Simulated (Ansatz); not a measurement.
# Y2COF MXene bilayer (AB) in a perpendicular field, part 2 of 3

Aim: how the Y2COF MXene bilayer (AB) screens a field along its normal, and what the field does to its bands. A positive field points along +c.

Ansatz 0.2.0; plane-wave DFT, PBEsol-D3(BJ), Ansatz PAW.

So far. Step 2 (Relaxing the slab): The lattice constant a goes from 3.478 to 3.497 Å.

**3. Single point, field 0**

A sawtooth potential applies the field, turning back in the middle of the vacuum. With the dipole correction the typed value is the field outside the slab. The induced dipole is small, so the SCF threshold is tight.

The cell differs from the one that the last finished run ended in (c 56.967 → 30.924 Å).

Input file input.yaml:

```yaml
crystal:
  lattice:
    - [3.4966357645, 0.0, 0.0]
    - [-1.7483178822, 3.0281753998, 0.0]
    - [0.0, 0.0, 30.9236730762]
  atoms:
    - { symbol: F, position: [0.3333333333, 0.6666666667, 0.2910391653], spin: 0.01 }
    - { symbol: "Y", position: [0.6666666667, 0.3333333333, 0.3293781581], spin: 0.06 }
    - { symbol: C, position: [0.0, 0.0, 0.3710937963], spin: 0.59 }
    - { symbol: "Y", position: [0.3333333333, 0.6666666667, 0.4283561919], spin: 0.01 }
    - { symbol: O, position: [0.6666666667, 0.3333333333, 0.4529763815], spin: 0.04 }
    - { symbol: F, position: [0.6666666667, 0.3333333333, 0.5491295559], spin: -0.01 }
    - { symbol: "Y", position: [0.0, 0.0, 0.58546299], spin: -0.06 }
    - { symbol: C, position: [0.3333333333, 0.6666666667, 0.6275344511], spin: -0.65 }
    - { symbol: "Y", position: [0.6666666667, 0.3333333333, 0.6855101731], spin: -0.01 }
    - { symbol: O, position: [0.0, 0.0, 0.7089608347], spin: -0.05 }
magnetization:
  spin_polarized: true
kpoints:
  mp_grid: { grid: [18, 18, 1] }
  band_path:
    path: [[0, 0, 0], [0.5, 0, 0], [0.33333333, 0.33333333, 0], [0, 0, 0]]
    npoints: 16
hamiltonian:
  xc: pbesol
  dispersion: d3bj
scf:
  occupations: { method: fermi_dirac, width: 0.02585 }
  convergence: { dr2_threshold: 1.0e-10 }
efield:
  axis: 3
  dipole_correction: true
  ramp_position: 0.97
  ramp_width: 0.06
  amplitude: 0
output:
  dos: { projected: true, e_range: [-6, 5] }
  bader: true
  write_potential: true
  write_density: true
  volumetric_format: npy
  elf: true
```

Launch:

```bash
> ansatz run input.yaml --threads 4 --pin off --max-ram 6144MiB --backend cpu --events-out ev --progress --plain --runs-dir out
```

Numbers of over 12 decimals in the logs are rounded to 6 here.

What it wrote:

```text
[...]
Crystal: 10 atoms, lattice volume = 327.433 Å³
Basis set: ecut = 420 eV, 6373 PW (Γ)
Bands: 50, of which v1, the nominal top of the filled ones, is band 39 counted from 1 (38 counted from 0)
Symmetry: 6 space group operations
k-points: 37 of 324 (time reversal used)
[...]
Starting moments: Σ|m| = 1.49 μB on 10 of 10 sites
[...]
SCF iter   1: F=—  HF=-18392.564208 eV  |F-HF|=—  |Δ(HF+E_count)|=         —  Δρ=2.86e-2 (↑2.83e-2 ↓2.86e-2)  dr2=1.68e1  dr2_m=2.85e-2  M=-0.117 μB ∫|m|=1.525 μB  β_m=0.44  ethr=3.10e-3  p=-0.000 e·Å  D=-6.10e-9 V/Å  ΔV_dip=0.00 eV  dr2_dipole=2.27e-1  V_vac-E_F(+/−)=8.35/8.35 eV  ⟨swp⟩=8.4  Hψ=17872  notcnv=0
[...]
efield: sawtooth ramp at fractional position 0.9700 (set: `efield.ramp_position`, or a place that a band, a saddle search or an elastic batch's reference lends), width 0.0600; the density the first Hamiltonian is built on has a dipole p = -0.000 e·Å; the dipole correction subtracts the counter field D = -6.10e-9 V/Å, which shifts the + side's vacuum level by +0.00 eV against the − side's; the planar-averaged density in the ramp window peaks in size at 7.9e-7 e/Å³
[...]
SCF iter   2: F=—  HF=-18401.641242 eV  |F-HF|=—  |Δ(HF+E_count)|=    9.08e0  Δρ=1.32e-2 (↑1.31e-2 ↓1.32e-2)  dr2=4.51e0  dr2_m=1.59e-2  M=-0.135 μB ∫|m|=1.621 μB  β_m=0.43  ethr=3.10e-3  p=-0.011 e·Å  D=-5.88e-3 V/Å  ΔV_dip=0.18 eV  dr2_dipole=1.36e-1  V_vac-E_F(+/−)=7.05/6.87 eV  ⟨swp⟩=3.3  Hψ=7916  notcnv=0  defer=295
density mixer auto → msr1: a metal under ldos (density of states about μ 0.96 of a free-electron gas's, 50 screened modes)
SCF iter   3: F=—  HF=-18407.789916 eV  |F-HF|=—  |Δ(HF+E_count)|=    6.15e0  Δρ=7.92e-3 (↑7.79e-3 ↓7.92e-3)  dr2=5.91e-1  dr2_m=1.22e-2  M=-0.081 μB ∫|m|=1.903 μB  β_m=0.60  ethr=3.10e-3  p=-0.031 e·Å  D=-1.73e-2 V/Å  ΔV_dip=0.53 eV  dr2_dipole=6.45e-2  V_vac-E_F(+/−)=5.92/5.39 eV  ⟨swp⟩=3.7  Hψ=6389  notcnv=0  defer=295
[...]
SCF iter  15: F=-18407.986693 eV  HF=-18407.986693 eV  |F-HF|=1.82e-11  |Δ(HF+E_count)|=  7.64e-11  Δρ=3.69e-8 (↑3.69e-8 ↓2.24e-8)  dr2=4.62e-12  dr2_m=1.77e-12  M=-0.103 μB ∫|m|=2.048 μB  ethr=1.00e-12  p=-0.074 e·Å  D=-4.08e-2 V/Å  ΔV_dip=1.26 eV  dr2_dipole=9.78e-14  V_vac-E_F(+/−)=5.77/4.51 eV  ⟨swp⟩=21.9  Hψ=17478  notcnv=0
SCF 1 converged in 15 iterations: F = -18407.986693 eV  dr2 = 4.62e-12
[...]
NSCF: frozen V_eff on 49 k-points
efield: sawtooth ramp at fractional position 0.9700 (kept from the solve that this one continues, or follows in the run), width 0.0600; the density the first Hamiltonian is built on has a dipole p = -0.074 e·Å; the dipole correction subtracts the counter field D = -4.08e-2 V/Å, which shifts the + side's vacuum level by +1.26 eV against the − side's; the planar-averaged density in the ramp window peaks in size at 4.3e-7 e/Å³
SCF converged after 15 iterations
Magnetization: -0.1030 μB (38.9485 up, 39.0515 down)
Absolute magnetization: 2.0482 μB (∫|ρ↑−ρ↓|, with the PAW one-centre terms)
[...]
Per-site moments (μB) at R_I (Å): [(0.00988764, 0.965734), (0.056466, 0.965734), (0.596172, 0.988244), (0.00613789, 0.890000), (0.038320, 0.890000), (-0.012215, 0.953034), (-0.056342, 0.953034), (-0.655850, 0.990696), (-0.00605403, 0.884846), (-0.050493, 0.884846)]
Free energy (F): -18407.986693 eV
[...]
Internal energy: -18407.980638 eV  (E = F + TS)
E sigma→0 (E₀):  -18407.983665 eV
Entropy (-TS):   -0.006055 eV (-0.605 meV/atom)
Fermi energy:    1.522950 eV
Dipole field:    D = -0.040815 V/Å  (p = -0.073856 e·Å, saw-weighted, corrected)
Work function:   Φ+ = 5.7716 eV   Φ− = 4.5094 eV
Levels:          The Fermi level and band energies are counted from a zero that moves with the ramp; work functions are not
[...]
--- Band table (eV; the first three rows and the last of 74) ---
  k-point 0 ↑: bands = [... 35 lower, 0.7693, 1.3649, 1.3649, 2.3345, 2.3345, 4.6977, 4.9507, 5.4239, ... 7 higher]
  k-point 1 ↑: bands = [... 35 lower, 0.8011, 1.2760, 1.3464, 2.2199, 2.3125, 4.7274, 4.9743, 5.3903, ... 7 higher]
  k-point 2 ↑: bands = [... 35 lower, 0.8698, 1.0775, 1.2968, 1.9434, 2.2541, 4.7442, 4.9679, 5.3301, ... 7 higher]
  k-point 36 ↓: bands = [... 35 lower, 0.3048, 0.6556, 0.6638, 1.0238, 1.3214, 5.0709, 5.1165, 5.8448, ... 7 higher]
--- Bader charges: 10 sites ---
  site symbol  charge [e]  shift [e]    m [muB]
     0      F     -0.8250     0.0001     0.0112
     1      Y      1.9024     0.0002     0.1058
     2      C     -1.7496     0.0001     0.7715
     3      Y      1.9735     0.0002     0.0182
     4      O     -1.3424     0.0002     0.0407
     5      F     -0.8201     0.0001    -0.0142
     6      Y      1.9208     0.0002    -0.1123
     7      C     -1.7101     0.0001    -0.8508
     8      Y      1.9833     0.0002    -0.0189
     9      O     -1.3327     0.0002    -0.0542
  estimated error of the sums over rays = 5.5e-4 e
```

Wall time 39 s (4 threads of AMD EPYC 9B45 (Zen 5), shared host); peak memory 1.6 GiB.

In the SCF lines HF is the Harris–Foulkes energy and dr2 the Hartree energy of the density residual, in eV; the loop may stop once dr2 is under the threshold and the program's other checks hold. Hψ counts applications of the Hamiltonian.

Numbers from this step:

```yaml
energy_at_zero_smearing: -18407.9837 eV
total_moment: -0.1030 μB
work_function_upper_face: 5.772 eV
work_function_lower_face: 4.509 eV
dipole_along_the_normal: -0.07386 e·Å
step_between_the_vacuum_levels: 1.262 eV
```

Running mean over a fixed 2.7 Å (it still follows the layers) of the planar mean; the ramp of the sawtooth is left out. The electron's electrostatic potential energy less the Fermi level by z:

```tsv
z (Å)	electron's electrostatic potential energy less the Fermi level (eV)
3.5	4.51
4.0	4.51
4.5	4.51
5.0	4.51
5.5	4.51
6.0	4.50
6.5	4.48
7.0	4.35
7.5	3.41
8.0	1.58
8.5	-0.878
9.0	-4.02
9.5	-6.54
10.0	-7.91
10.5	-7.97
11.0	-6.73
11.5	-5.58
12.0	-5.52
12.5	-6.62
13.0	-6.85
13.5	-6.23
14.0	-5.00
14.5	-2.38
15.0	0.662
15.5	2.31
16.0	1.44
16.5	-1.16
17.0	-4.40
17.5	-6.80
18.0	-8.10
18.5	-7.96
19.0	-6.48
19.5	-5.34
20.0	-5.49
20.5	-6.70
21.0	-6.75
21.5	-6.07
22.0	-4.64
22.5	-1.77
23.0	1.67
23.5	4.43
24.0	5.52
24.5	5.72
25.0	5.76
25.5	5.77
26.0	5.77
26.5	5.77
27.0	5.77
27.5	5.77
```

The density of states has structure finer than the step of the table below, so its rows give means over 0.2 eV, whole bins alone (the curve runs from -6 to 1.99 eV). Peaks (eV: height): total -5.97: 20.0, -5.72: 33.4, -5.48: 28.2, -3.16: 14.0, -2.17: 12.3, -1.20: 14.9, -0.49: 15.7; up -5.94: 12.3, -5.72: 27.1, -5.45: 13.9, -3.08: 7.06, -1.20: 10.8, -0.57: 7.03, -0.46: 7.12; down -5.97: 13.1, -5.89: 10.0, -5.78: 17.5, -5.70: 16.5, -5.48: 16.3, -1.84: 7.85, -0.54: 9.57.

The density of states by energy, zero at the Fermi level; means over each step; values in states/eV a cell:

```tsv
energy (eV)	total	up	down
-5.8	17.9	9.42	8.48
-5.6	16.3	8.20	8.12
-5.4	6.61	4.13	2.48
-5.2	0	0	0
-5.0	0	0	0
-4.8	0	0	0
-4.6	0	0	0
-4.4	0	0	0
-4.2	0	0	0
-4.0	0	0	0
-3.8	0	0	0
-3.6	0	0	0
-3.4	1.31	0.716	0.591
-3.2	8.68	4.08	4.60
-3.0	7.77	3.91	3.86
-2.8	5.71	2.86	2.85
-2.6	7.58	3.82	3.76
-2.4	9.05	4.51	4.54
-2.2	11.0	5.32	5.71
-2.0	6.91	3.63	3.28
-1.8	6.53	3.48	3.05
-1.6	2.75	1.30	1.44
-1.4	0.992	0.509	0.483
-1.2	5.84	3.05	2.79
-1.0	2.98	1.35	1.64
-0.8	7.57	3.62	3.95
-0.6	10.3	4.94	5.37
-0.4	8.11	4.16	3.95
-0.2	4.19	2.00	2.19
0.0	2.90	1.57	1.33
0.2	2.84	1.43	1.41
0.4	3.91	1.99	1.92
0.6	1.66	0.859	0.799
0.8	0.350	0.293	0.0563
1.0	0	0	0
```

Projected DOS per atom over height of the atomic layer and energy from the Fermi level. Layers: F Y C Y O F Y C Y O from below.

Ten even steps from '0' (0.0 states/eV) to '9' (7.8 states/eV), each cell a mean:
```
0000000000
0000000000
0000000000
0000000000
0010000100
0010000100
0030000200
0030001300
0010000100
0000000000
0000100001
0000400014
0001300013
0001200012
0001200002
0000000000
0000000000
0000000000
0000000000
0000000000
6000050000
9000090000
```
Columns: height of the atomic layer (Å) from 9 to 21.9 (not evenly spaced); rows upwards: energy from the Fermi level (eV) from -5.96 to 1.96.

Projected DOS per atom, spin up over height of the atomic layer and energy from the Fermi level. Layers: F Y C Y O F Y C Y O from below.

Values in states/eV, 22 rows by 10 columns, each cell a mean:
```
0.00 0.00 0.00 0.00 0.00 0.00 0.00 0.00 0.00 0.00
0.00 0.00 0.00 0.00 0.00 0.00 0.00 0.00 0.00 0.00
0.00 0.00 0.00 0.00 0.00 0.00 0.00 0.00 0.00 0.00
0.00 0.00 0.00 0.00 0.00 0.02 0.14 0.32 0.02 0.01
0.00 0.00 0.00 0.00 0.00 0.03 0.38 1.06 0.12 0.08
0.00 0.01 0.03 0.00 0.00 0.04 0.24 0.90 0.13 0.18
0.05 0.37 1.28 0.10 0.13 0.04 0.32 1.05 0.20 0.16
0.07 0.54 1.99 0.26 0.44 0.03 0.24 0.42 0.07 0.08
0.02 0.13 0.32 0.05 0.08 0.06 0.51 0.90 0.20 0.20
0.02 0.16 0.35 0.07 0.09 0.00 0.00 0.00 0.00 0.00
0.04 0.31 0.68 0.19 0.57 0.00 0.03 0.08 0.15 0.96
0.01 0.08 0.29 0.37 1.66 0.01 0.04 0.09 0.43 1.87
0.01 0.05 0.12 0.44 1.57 0.02 0.03 0.06 0.38 1.31
0.01 0.04 0.12 0.34 0.99 0.02 0.04 0.10 0.48 1.26
0.02 0.05 0.17 0.49 1.12 0.01 0.02 0.05 0.25 0.56
0.00 0.00 0.00 0.01 0.01 0.00 0.00 0.00 0.00 0.00
0.00 0.00 0.00 0.00 0.00 0.00 0.00 0.00 0.00 0.00
0.00 0.00 0.00 0.00 0.00 0.00 0.00 0.00 0.00 0.00
0.00 0.00 0.00 0.00 0.00 0.00 0.00 0.00 0.00 0.00
0.00 0.00 0.00 0.00 0.00 0.00 0.00 0.00 0.00 0.00
2.14 0.14 0.03 0.01 0.02 2.28 0.15 0.05 0.01 0.00
3.96 0.35 0.08 0.02 0.01 3.81 0.35 0.12 0.03 0.00
```
Columns: height of the atomic layer (Å) from 9 to 21.9 (not evenly spaced); rows upwards: energy from the Fermi level (eV) from -5.96 to 1.96.

Projected DOS per atom, spin down over height of the atomic layer and energy from the Fermi level. Layers: F Y C Y O F Y C Y O from below.

Values in states/eV, 22 rows by 10 columns, each cell a mean:
```
0.00 0.00 0.00 0.00 0.00 0.00 0.00 0.00 0.00 0.00
0.00 0.00 0.00 0.00 0.00 0.00 0.00 0.00 0.00 0.00
0.00 0.00 0.00 0.00 0.00 0.00 0.00 0.00 0.00 0.00
0.01 0.09 0.21 0.01 0.01 0.00 0.00 0.00 0.00 0.00
0.03 0.38 1.02 0.12 0.06 0.00 0.00 0.00 0.00 0.00
0.03 0.24 0.82 0.12 0.15 0.00 0.01 0.03 0.00 0.00
0.04 0.38 1.21 0.23 0.19 0.05 0.31 1.09 0.07 0.12
0.03 0.23 0.41 0.08 0.08 0.08 0.55 2.16 0.25 0.48
0.05 0.51 0.86 0.20 0.18 0.02 0.13 0.35 0.05 0.09
0.01 0.04 0.08 0.02 0.03 0.02 0.15 0.34 0.07 0.12
0.00 0.02 0.06 0.10 0.75 0.05 0.30 0.67 0.19 0.59
0.00 0.03 0.09 0.38 1.78 0.02 0.11 0.37 0.44 1.86
0.01 0.03 0.07 0.41 1.46 0.02 0.05 0.12 0.41 1.42
0.01 0.03 0.09 0.46 1.26 0.01 0.05 0.13 0.32 0.89
0.01 0.02 0.07 0.30 0.70 0.02 0.05 0.17 0.49 1.10
0.00 0.00 0.00 0.00 0.00 0.00 0.00 0.00 0.00 0.00
0.00 0.00 0.00 0.00 0.00 0.00 0.00 0.00 0.00 0.00
0.00 0.00 0.00 0.00 0.00 0.00 0.00 0.00 0.00 0.00
0.00 0.00 0.00 0.00 0.00 0.00 0.00 0.00 0.00 0.00
0.00 0.00 0.00 0.00 0.00 0.00 0.00 0.00 0.00 0.00
2.57 0.16 0.07 0.02 0.02 1.95 0.13 0.02 0.01 0.00
3.87 0.36 0.09 0.03 0.01 3.70 0.34 0.09 0.02 0.00
```
Columns: height of the atomic layer (Å) from 9 to 21.9 (not evenly spaced); rows upwards: energy from the Fermi level (eV) from -5.96 to 1.96.

Deep bands are left out, so band numbers here count from the lowest band kept and differ from the log's. The electronic bands at the labelled points (eV, zero at the Fermi level; # counts the bands kept):

```tsv
point	up #16	up #17	up #18	up #19	down #16	down #17	down #18	down #19
Γ	-0.16	-0.16	0.81	0.81	-0.16	-0.16	0.71	0.71
halfway	-0.58	-0.39	-0.12	0.54	-0.56	-0.42	-0.21	0.49
M	-0.85	-0.49	-0.47	0.45	-0.85	-0.53	-0.52	0.41
halfway	-0.89	-0.62	-0.47	0.13	-0.90	-0.65	-0.50	0.07
K	-0.86	-0.83	-0.49	-0.12	-0.87	-0.86	-0.50	-0.20
halfway	-0.62	-0.54	-0.11	0.25	-0.64	-0.53	-0.18	0.19
Γ	-0.16	-0.16	0.81	0.81	-0.16	-0.16	0.71	0.71
```

Spin density in the ca plane at fractional y = 0.333, with atoms of Y and O and F within 0.2 Å of it.

Ten even steps from '0' (-0.086 e/Å³) to '9' (0.055 e/Å³), each cell a mean:
```
66666666666655544455665666666666666666666666
67766666655566655555655666666666666666666666
79976666654566666666666666666666666666666666
78876666654566666666655666666666666666666666
66666666655665555555665666666666666666666666
66666666666655433345566666666666666666666666
66666666666565310145566666666666666666666666
66666666666665310135566566666666666666666666
66666666666555421245566666666666666666666666
```
Columns run along c (16.0 Å, from fractional 0.44 to 0.96 of the cell), rows up along a (3.5 Å). Atoms in or near the plane, at fractional coordinates: O at (0.45, 0.67), F at (0.55, 0.67), Y at (0.69, 0.67).

Electrostatic potential energy in the ca plane at fractional y = 0.333, with atoms of Y and O and F within 0.2 Å of it. With pseudopotentials it is smooth inside the atoms' cores, unlike the true potential.

Ten even steps from '0' (-44 eV) to '9' (7 eV), each cell a mean:
```
88999999998888899987545789999999999999999999
73379999832689999984000378999999999999999999
40049999500289999972000168999999999999999999
51159999610499999973000278999999999999999999
86799999976888999986212589999999999999999999
88999999998887889998767899999999999999999999
78899999998766788999989999999999999999999999
67899999998766788999999999999999999999999999
78999999998877889999888899999999999999999999
```
Columns run along c (16.0 Å, from fractional 0.44 to 0.96 of the cell; values clipped at the 3rd and 97th percentile), rows up along a (3.5 Å). Atoms in or near the plane, at fractional coordinates: O at (0.45, 0.67), F at (0.55, 0.67), Y at (0.69, 0.67).

Valence density in the ca plane at fractional y = 0.333, with atoms of Y and O and F within 0.2 Å of it. It is the smooth field of the valence electrons, not physical close to the nuclei.

Values in units of 1e0 e/Å³, 5 rows by 16 columns, each cell a mean:
```
0.0 0.0 0.0 0.0 0.0 0.0 0.3 1.7 0.4 0.1 0.4 1.3 0.1 0.3 1.4 0.2
0.0 0.0 0.0 0.0 0.0 0.0 0.8 3.5 0.9 0.1 1.1 4.9 0.3 1.3 7.4 0.3
0.0 0.0 0.0 0.0 0.0 0.0 0.4 1.8 0.4 0.1 0.4 1.4 0.1 0.3 1.6 0.2
0.0 0.0 0.0 0.0 0.0 0.1 0.2 0.2 0.3 0.2 0.3 0.2 0.0 0.0 0.1 0.3
0.0 0.0 0.0 0.0 0.0 0.1 0.2 0.2 0.3 0.2 0.3 0.1 0.0 0.0 0.1 0.4
```
Columns run along c (16.0 Å, from fractional 0.09 to 0.61 of the cell), rows up along a (3.5 Å). Atoms in or near the plane, at fractional coordinates: Y at (0.33, 0.67), O at (0.45, 0.67), F at (0.55, 0.67).

The work function of the upper face is 5.77 eV.

**4. Single point, field 0.1 V/Å**

Edit input.yaml of step 3 so:

```diff
@@ -32,8 +32,6 @@
   dipole_correction: true
-  ramp_position: 0.97
-  ramp_width: 0.06
-  amplitude: 0
+  ramp_position: 0.9636
+  ramp_width: 0.0877
+  amplitude: 0.1
 output:
-  dos: { projected: true, e_range: [-6, 5] }
-  bader: true
   write_potential: true
@@ -41,2 +39 @@
   volumetric_format: npy
-  elf: true
```

What it wrote:

```text
[...]
Crystal: 10 atoms, lattice volume = 327.433 Å³
Basis set: ecut = 420 eV, 6373 PW (Γ)
Bands: 50, of which v1, the nominal top of the filled ones, is band 39 counted from 1 (38 counted from 0)
Symmetry: 6 space group operations
k-points: 37 of 324 (time reversal used)
[...]
Starting moments: Σ|m| = 1.49 μB on 10 of 10 sites
[...]
k-point 0 ↑: bands = [... 35 lower, 0.7673, 1.3550, 1.3550, 2.3251, 2.3251, 4.5629, 4.9396, 5.4039, ... 7 higher]
  k-point 1 ↑: bands = [... 35 lower, 0.7990, 1.2656, 1.3367, 2.2107, 2.3031, 4.6001, 4.9628, 5.3559, ... 7 higher]
  k-point 2 ↑: bands = [... 35 lower, 0.8671, 1.0660, 1.2873, 1.9346, 2.2448, 4.6511, 4.9542, 5.2630, ... 7 higher]
  k-point 36 ↓: bands = [... 35 lower, 0.2918, 0.6469, 0.6614, 1.0099, 1.3094, 5.0663, 5.0922, 5.8330, ... 7 higher]
[key lines of the parts left out:]
SCF converged after 15 iterations
Magnetization: -0.1149 μB (38.9425 up, 39.0575 down)
Free energy (F): -18407.983253 eV
Fermi energy:    1.514858 eV
Dipole field:    D = 0.002811 V/Å  (p = 0.005086 e·Å, saw-weighted, corrected)
```

The job ended after 26 s (4 threads; peak memory 1.7 GiB).

The dipole is 0.00509 e·Å, 0.0789 e·Å from its value without field.

**5. Single point, field -0.1 V/Å**

Edit input.yaml of step 4 so:

```diff
@@ -34,3 +34,3 @@
   ramp_width: 0.0877
-  amplitude: 0.1
+  amplitude: -0.1
 output:
```

What it wrote:

```text
[...]
Crystal: 10 atoms, lattice volume = 327.433 Å³
Basis set: ecut = 420 eV, 6373 PW (Γ)
Bands: 50, of which v1, the nominal top of the filled ones, is band 39 counted from 1 (38 counted from 0)
Symmetry: 6 space group operations
k-points: 37 of 324 (time reversal used)
[...]
Starting moments: Σ|m| = 1.49 μB on 10 of 10 sites
[...]
k-point 0 ↑: bands = [... 35 lower, 0.7520, 1.3556, 1.3556, 2.3247, 2.3247, 4.7985, 4.9429, 5.4247, ... 7 higher]
  k-point 1 ↑: bands = [... 35 lower, 0.7840, 1.2671, 1.3370, 2.2100, 2.3027, 4.8191, 4.9672, 5.4012, ... 7 higher]
  k-point 2 ↑: bands = [... 35 lower, 0.8532, 1.0698, 1.2871, 1.9329, 2.2441, 4.7998, 4.9631, 5.3675, ... 7 higher]
  k-point 36 ↓: bands = [... 35 lower, 0.2986, 0.6452, 0.6469, 1.0185, 1.3141, 5.0561, 5.1214, 5.8374, ... 7 higher]
[key lines of the parts left out:]
SCF converged after 14 iterations
Magnetization: -0.0911 μB (38.9545 up, 39.0455 down)
Free energy (F): -18407.998024 eV
Fermi energy:    1.511858 eV
Dipole field:    D = -0.084427 V/Å  (p = -0.152771 e·Å, saw-weighted, corrected)
```

Wall time 24 s (4 threads); peak memory 1.6 GiB.

The dipole is -0.153 e·Å, -0.0789 e·Å from its value without field.

**6. Atoms held, field 0.2 V/Å**

Edit input.yaml of step 5 so:

```diff
@@ -34,3 +34,3 @@
   ramp_width: 0.0877
-  amplitude: -0.1
+  amplitude: 0.2
 output:
```

What it wrote:

```text
[...]
Crystal: 10 atoms, lattice volume = 327.433 Å³
Basis set: ecut = 420 eV, 6373 PW (Γ)
Bands: 50, of which v1, the nominal top of the filled ones, is band 39 counted from 1 (38 counted from 0)
Symmetry: 6 space group operations
k-points: 37 of 324 (time reversal used)
[...]
Starting moments: Σ|m| = 1.49 μB on 10 of 10 sites
[...]
k-point 0 ↑: bands = [... 35 lower, 0.7743, 1.3542, 1.3542, 2.3245, 2.3245, 4.4159, 4.9376, 5.3666, ... 7 higher]
  k-point 1 ↑: bands = [... 35 lower, 0.8058, 1.2643, 1.3359, 2.2102, 2.3026, 4.4591, 4.9605, 5.2951, ... 7 higher]
  k-point 2 ↑: bands = [... 35 lower, 0.8734, 1.0634, 1.2868, 1.9348, 2.2444, 4.5421, 4.9488, 5.1833, ... 7 higher]
  k-point 36 ↓: bands = [... 35 lower, 0.2878, 0.6470, 0.6681, 1.0049, 1.3064, 5.0703, 5.0766, 5.8301, ... 7 higher]
[key lines of the parts left out:]
SCF converged after 15 iterations
Magnetization: -0.1268 μB (38.9366 up, 39.0634 down)
Free energy (F): -18407.987710 eV
Fermi energy:    1.515732 eV
Dipole field:    D = 0.046460 V/Å  (p = 0.084069 e·Å, saw-weighted, corrected)
```

Elapsed: 26 s, on 4 threads; peak memory 1.6 GiB; 98 s of CPU time.

The dipole is 0.0841 e·Å, 0.158 e·Å from its value without field.

(Continued in part 3 of 3.)

[Logs are printed without paths, hosts, clocks, repeated set-up lines and the standing remarks that a program may print on its own settings, such as how far it seeks lower states.]

[Hosts, paths, dates, database ids (printed as entryN), source tags and the programs' standing remarks are cut or masked in the printed files.]

[Maps of the electrostatic potential energy from Ansatz leave out the sawtooth potential of an applied field or a dipole correction, so their vacuum need not be flat; planar profiles and work functions include it.]

[The density of states shown here was stored with 400 of the rows of the run's finer table, so its peaks can read low, often by over a quarter, or be missed, and its means over a window can be off by a tenth or more.]
